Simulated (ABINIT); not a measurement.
# Ni (Im-3m) in ABINIT: single point with LDA

Aim: the single point of Ni with LDA.

Program: ABINIT 10.8.3 (patched build). These are calculated values, not measurements. Logs are shortened: lines on timing, memory, paths and dates and some standing lists are left out, and cuts for length are marked. The log counts tension as positive stress, the text compression.

## Step 1: Starting point

It takes space group Im-3m (No. 229, cubic). The conventional cell has a = 2.767 Å, b = 2.767 Å, c = 2.767 Å, α = 90.00°, β = 90.00°, γ = 90.00°. Around Ni (site symmetry m-3m) lie 8 Ni at 2.40 Å.

This isn't the form of Ni at room conditions, which is fcc.

## Step 2: Single point, LDA, collinear spin, ferromagnetic start

run.abi reads:

```
# Pseudopotentials
pp_dirpath "./"
pseudos "Ni.upf"

# Structure
acell 3*1.0 Angstrom
rprim
    -1.3837154700     1.3837154700     1.3837154700
     1.3837154700    -1.3837154700     1.3837154700
     1.3837154700     1.3837154700    -1.3837154700
ntypat 1
znucl 28
natom 1
typat 1
xcart
     0.0000000000     0.0000000000     0.0000000000 Angstrom

# Plane-wave basis
ecut 1251.723767 eV

# k points
kptopt 1
ngkpt 10 10 10
nshiftk 1
shiftk 0.0 0.0 0.0

# Exchange and correlation
ixc 7

# Bands and occupations
nband 14
occopt 3
tsmear 0.00183747

# Spin
nsppol 2
spinat
     0.0000000000     0.0000000000     1.0000000000

# SCF cycle
nstep 100
tolvrs 1.0e-10

# Output
iomode 3
prtwf 0
prtden 0
prteig 0
prtebands 0
```

Potentials or basis: PseudoDojo NC SR LDA v0.4.1 standard.

On the command line:

```console
$ mpirun --bind-to none -np 4 abinit run.abi > log 2>&1
```

run.abo:

```text
.Version 10.8.3 of ABINIT
 Symmetries : space group Im -3 m (#229); Bravais cI (body-center cubic)
================================================================================
 Values of the parameters that define the memory need of the present run
     intxc =       0    ionmov =       0      iscf =       7    lmnmax =       6
     lnmax =       6     mgfft =      30  mpssoang =       3    mqgrid =    3001
     natom =       1  nloc_mem =       1    nspden =       2   nspinor =       1
    nsppol =       2      nsym =      48    n1xccc =    2501    ntypat =       1
    occopt =       3   xclevel =       1
       mpw =        1080          nfft =       27000          nkpt =          47
================================================================================
================================================================================

--------------------------------------------------------------------------------
------------- Echo of variables that govern the present computation ------------
--------------------------------------------------------------------------------
 -outvars: echo values of preprocessed input variables --------
            acell      1.8897261259E+00  1.8897261259E+00  1.8897261259E+00 Bohr
              amu      5.86900000E+01
             ecut      4.60000000E+01 Hartree
              ixc           7
         kptrlatt       10    0    0      0   10    0      0    0   10
          kptrlen      4.52904141E+01
            natom           1
            nband          14
            ngfft          30      30      30
             nkpt          47
           nspden           2
           nsppol           2
            nstep         100
             nsym          48
           ntypat           1
           occopt           3
           prtden           0
        prtebands           0
           prteig           0
            prtwf           0
            rprim     -1.3837154700E+00  1.3837154700E+00  1.3837154700E+00
                       1.3837154700E+00 -1.3837154700E+00  1.3837154700E+00
                       1.3837154700E+00  1.3837154700E+00 -1.3837154700E+00
          spgroup         229
           spinat      0.0000000000E+00  0.0000000000E+00  1.0000000000E+00
           tolvrs      1.00000000E-10
           tsmear      1.83747000E-03 Hartree
            typat      1
            znucl       28.00000

================================================================================

 chkinp: Checking input parameters for consistency.

================================================================================
== DATASET  1 ==================================================================

--- !DatasetInfo
iteration_state: {dtset: 1, }
dimensions: {natom: 1, nkpt: 47, mband: 14, nsppol: 2, nspinor: 1, nspden: 2, mpw: 1080, }
cutoff_energies: {ecut:  46.0, pawecutdg:  -1.0, }
electrons: {nelect:   1.80000000E+01, charge:   0.00000000E+00, occopt:   3.00000000E+00, tsmear:   1.83747000E-03, }
meta: {optdriver: 0, ionmov: 0, optcell: 0, iscf: 7, paral_kgb: 0, }
...

 Exchange-correlation functional for the present dataset will be:
  LDA: Perdew-Wang 92 LSD fit to Ceperley-Alder data - ixc=7
  J.P.Perdew and Y.Wang, PRB 45, 13244 (1992)

 Real(R)+Recip(G) space primitive vectors, cartesian coordinates (Bohr,Bohr^-1):
 R(1)= -2.6148433  2.6148433  2.6148433  G(1)=  0.0000000  0.1912160  0.1912160
 R(2)=  2.6148433 -2.6148433  2.6148433  G(2)=  0.1912160  0.0000000  0.1912160
 R(3)=  2.6148433  2.6148433 -2.6148433  G(3)=  0.1912160  0.1912160  0.0000000
 Unit cell volume ucvol=  7.1514974E+01 bohr^3
 Angles (23,13,12)=  1.09471221E+02  1.09471221E+02  1.09471221E+02 degrees

 getcut: wavevector=  0.0000  0.0000  0.0000  ngfft=  30  30  30
         ecut(hartree)=     46.000   => boxcut(ratio)=   2.16956

--- Pseudopotential description ------------------------------------------------
- pspini: atom type   1  psp file is ./Ni.upf
12 -1012 2 -1 1340                            pspcod,pspxc,lmax,lloc,mmax
     nproj     2     2     2

   3.54182584E+02                                ecore*ucvol(ha*bohr**3)
--------------------------------------------------------------------------------

================================================================================

--- !BeginCycle
iteration_state: {dtset: 1, }
solver: {iscf: 7, nstep: 100, nline: 4, wfoptalg: 0, }
tolerances: {tolvrs: 1.00E-10, }
...

     iter   Etot(hartree)      deltaE(h)  residm     vres2   difmagsph maxmagsph
 ETOT  1  -167.59574482381    -1.676E+02 3.377E-01 9.595E+00 6.084E-01 6.084E-01
 ETOT  2  -167.65631031020    -6.057E-02 1.620E-02 3.939E+01 2.598E-02 5.824E-01
 ETOT  3  -167.66248050490    -6.170E-03 1.409E-03 5.266E-02 2.517E-02 5.572E-01
 ETOT  4  -167.66250231175    -2.181E-05 8.081E-04 2.056E-02 3.163E-02 5.256E-01
 ETOT  5  -167.66251116219    -8.850E-06 2.083E-04 3.637E-03 1.236E-02 5.132E-01
 ETOT  6  -167.66251846622    -7.304E-06 1.582E-04 2.357E-03 1.623E-02 4.970E-01
 ETOT  7  -167.66254482871    -2.636E-05 3.760E-05 1.928E-04 9.806E-02 3.989E-01
 ETOT  8  -167.66254597298    -1.144E-06 5.001E-05 2.333E-05 2.465E-02 3.743E-01
 ETOT  9  -167.66254597994    -6.966E-09 1.025E-05 7.086E-07 2.326E-03 3.766E-01
 ETOT 10  -167.66254598110    -1.151E-09 1.528E-05 3.585E-08 6.980E-04 3.759E-01
 ETOT 11  -167.66254598110    -9.237E-12 3.123E-06 4.246E-10 2.894E-06 3.759E-01
 ETOT 12  -167.66254598110     5.059E-12 4.622E-06 1.806E-11 1.142E-05 3.759E-01

 At SCF step   12       vres2   =  1.81E-11 < tolvrs=  1.00E-10 =>converged.

 Cartesian components of stress tensor (hartree/bohr^3)
  sigma(1 1)=  4.08272557E-04  sigma(3 2)=  0.00000000E+00
  sigma(2 2)=  4.08272557E-04  sigma(3 1)=  0.00000000E+00
  sigma(3 3)=  4.08272557E-04  sigma(2 1)=  0.00000000E+00

--- !ResultsGS
iteration_state: {dtset: 1, }
comment   : Summary of ground state results
lattice_vectors:
- [ -2.6148433,   2.6148433,   2.6148433, ]
- [  2.6148433,  -2.6148433,   2.6148433, ]
- [  2.6148433,   2.6148433,  -2.6148433, ]
lattice_lengths: [   4.52904,    4.52904,    4.52904, ]
lattice_angles: [109.471, 109.471, 109.471, ] # degrees, (23, 13, 12)
lattice_volume:   7.1514974E+01
convergence: {deltae:  5.059E-12, res2:  1.806E-11, residm:  4.622E-06, diffor: null, }
etotal    :  -1.67662546E+02
entropy   :   0.00000000E+00
fermie    :   4.07896621E-01
cartesian_stress_tensor: # hartree/bohr^3
- [  4.08272557E-04,   0.00000000E+00,   0.00000000E+00, ]
- [  0.00000000E+00,   4.08272557E-04,   0.00000000E+00, ]
- [  0.00000000E+00,   0.00000000E+00,   4.08272557E-04, ]
pressure_GPa:  -1.2012E+01
xred      :
- [  0.0000E+00,   0.0000E+00,   0.0000E+00, Ni]
cartesian_forces: # hartree/bohr
- [ -0.00000000E+00,  -0.00000000E+00,  -0.00000000E+00, ]
force_length_stats: {min:   0.00000000E+00, max:   0.00000000E+00, mean:   0.00000000E+00, }
...

 Integrated electronic and magnetization densities in atomic spheres:
 ------------------------------------------------------------------------------------------------------------
 Radius=ratsph(iatom), smearing ratsm=  0.0000. Diff(up-dn)=approximate z local magnetic moment.
    Atom    Radius    up_density   dn_density  Total(up+dn)  Diff(up-dn)
    1 Ni   2.00000     8.380069     8.004180     16.384249     0.375889
 ------------------------------------------------------------------------------------------------------------
  Sum:                 8.380069     8.004180     16.384249     0.375889
 Total magnetization (from the atomic spheres):                0.375889
 Total magnetization (exact up - dn):                          0.357483

================================================================================

 ----iterations are completed or convergence reached----

 Mean square residual over all n,k,spin=   68.289E-10; max=  46.224E-07
 reduced coordinates (array xred) for    1 atoms
       0.000000000000      0.000000000000      0.000000000000
 rms dE/dt=  0.0000E+00; max dE/dt=  0.0000E+00; dE/dt below (all hartree)
    1       0.000000000000      0.000000000000      0.000000000000

 cartesian coordinates (angstrom) at end:
    1      0.00000000000000     0.00000000000000     0.00000000000000

 cartesian forces (hartree/bohr) at end:
    1     -0.00000000000000    -0.00000000000000    -0.00000000000000
 frms,max,avg= 0.0000000E+00 0.0000000E+00   0.000E+00  0.000E+00  0.000E+00 h/b

 cartesian forces (eV/Angstrom) at end:
    1     -0.00000000000000    -0.00000000000000    -0.00000000000000
 frms,max,avg= 0.0000000E+00 0.0000000E+00   0.000E+00  0.000E+00  0.000E+00 e/A
 length scales=  1.889726125908  1.889726125908  1.889726125908 bohr
              =  1.000000000000  1.000000000000  1.000000000000 angstroms
 Fermi (or HOMO) energy (hartree) =   0.40790   Average Vxc (hartree)=  -0.53511
 Magnetization (Bohr magneton)=  3.57483020E-01
 Total spin up =  9.17874151E+00   Total spin down =  8.82125849E+00
 Eigenvalues (hartree) for nkpt=  47  k points, SPIN UP:
 kpt#   1, nband= 14, wtk=  0.00100, kpt=  0.0000  0.0000  0.0000 (reduced coord)
  -3.35638   -1.91112   -1.91112   -1.91112    0.07369    0.32616    0.32616    0.32616
   0.38070    0.38070    1.38846    1.38846    1.38846    1.56918
      occupation numbers for kpt#   1
   1.00000    1.00000    1.00000    1.00000    1.00000    1.00000    1.00000    1.00000
   1.00000    1.00000    0.00000    0.00000    0.00000    0.00000
 prteigrs : prtvol=0 or 1, do not print more k-points.

 Eigenvalues (hartree) for nkpt=  47  k points, SPIN DOWN:
 kpt#   1, nband= 14, wtk=  0.00100, kpt=  0.0000  0.0000  0.0000 (reduced coord)
  -3.34182   -1.89565   -1.89565   -1.89565    0.07422    0.34103    0.34103    0.34103
   0.39311    0.39311    1.38782    1.38782    1.38782    1.56971
      occupation numbers for kpt#   1
   1.00000    1.00000    1.00000    1.00000    1.00000    1.00000    1.00000    1.00000
   0.99968    0.99968    0.00000    0.00000    0.00000    0.00000
 prteigrs : prtvol=0 or 1, do not print more k-points.

--- !EnergyTerms
iteration_state     : {dtset: 1, }
comment             : Components of total free energy in Hartree
kinetic             :  7.88398063624487E+01
hartree             :  4.59112313745521E+01
xc                  : -2.11686483193508E+01
Ewald energy        : -1.12732534407288E+02
psp_core            :  4.95256540835400E+00
local_psp           : -1.36705480284195E+02
non_local_psp       : -2.67588991755076E+01
internal            : -1.67661959040986E+02
'-kT*entropy'       : -5.86940112987591E-04
total_energy        : -1.67662545981099E+02
total_energy_eV     : -4.56233029767624E+03
band_energy         : -1.48525274601708E+01
...

 Cartesian components of stress tensor (hartree/bohr^3)
  sigma(1 1)=  4.08272557E-04  sigma(3 2)=  0.00000000E+00
  sigma(2 2)=  4.08272557E-04  sigma(3 1)=  0.00000000E+00
  sigma(3 3)=  4.08272557E-04  sigma(2 1)=  0.00000000E+00

-Cartesian components of stress tensor (GPa)         [Pressure= -1.2012E+01 GPa]
- sigma(1 1)=  1.20117933E+01  sigma(3 2)=  0.00000000E+00
- sigma(2 2)=  1.20117933E+01  sigma(3 1)=  0.00000000E+00
- sigma(3 3)=  1.20117933E+01  sigma(2 1)=  0.00000000E+00

== END DATASET(S) ==============================================================
================================================================================

 -outvars: echo values of variables after computation  --------
            acell      1.8897261259E+00  1.8897261259E+00  1.8897261259E+00 Bohr
           etotal     -1.6766254598E+02
            fcart     -0.0000000000E+00 -0.0000000000E+00 -0.0000000000E+00
            rprim     -1.3837154700E+00  1.3837154700E+00  1.3837154700E+00
                       1.3837154700E+00 -1.3837154700E+00  1.3837154700E+00
                       1.3837154700E+00  1.3837154700E+00 -1.3837154700E+00
           strten      4.0827255731E-04  4.0827255731E-04  4.0827255731E-04
                       0.0000000000E+00  0.0000000000E+00  0.0000000000E+00
 Calculation completed.
```

Run time: 10 s. Hardware: 4 MPI ranks of Arm Neoverse V2, shared host; peak memory 0.24 GiB.

Results:

* Free energy: -4562.3303 eV
* Pressure: -12.0 GPa
* Band gap on the k mesh: none (metal or under the smearing width)
* Net moment: 0.36 μB per cell
* Site moments: Ni +0.38 μB
* Valence electrons inside the program's atomic spheres: Ni 16.38 (radii [1.0584] Å)

Levels at points of the mesh, in eV from the Fermi level:
Spin up:
```csv
k point,band 5,band 6,band 7,band 8,band 9,band 10,band 11,band 12,band 13,band 14
"(0.00, 0.00, 0.00)",-9.09,-2.22,-2.22,-2.22,-0.74,-0.74,26.68,26.68,26.68,31.60
"(0.50, 0.00, 0.00)",-4.69,-3.20,-0.82,-0.58,0.16,0.24,6.74,19.31,20.26,24.02
"(0.50, 0.50, 0.50)",-4.24,-4.24,-0.07,-0.07,-0.07,9.87,9.87,9.87,16.01,16.01
```
Spin down:
```tsv
k point	band 5	band 6	band 7	band 8	band 9	band 10	band 11	band 12	band 13	band 14
(0.00, 0.00, 0.00)	-9.08	-1.82	-1.82	-1.82	-0.40	-0.40	26.67	26.67	26.67	31.61
(0.50, 0.00, 0.00)	-4.46	-2.83	-0.45	-0.23	0.25	0.63	6.96	19.30	20.33	24.14
(0.50, 0.50, 0.50)	-4.01	-4.01	0.38	0.38	0.38	9.90	9.90	9.90	16.14	16.14
```
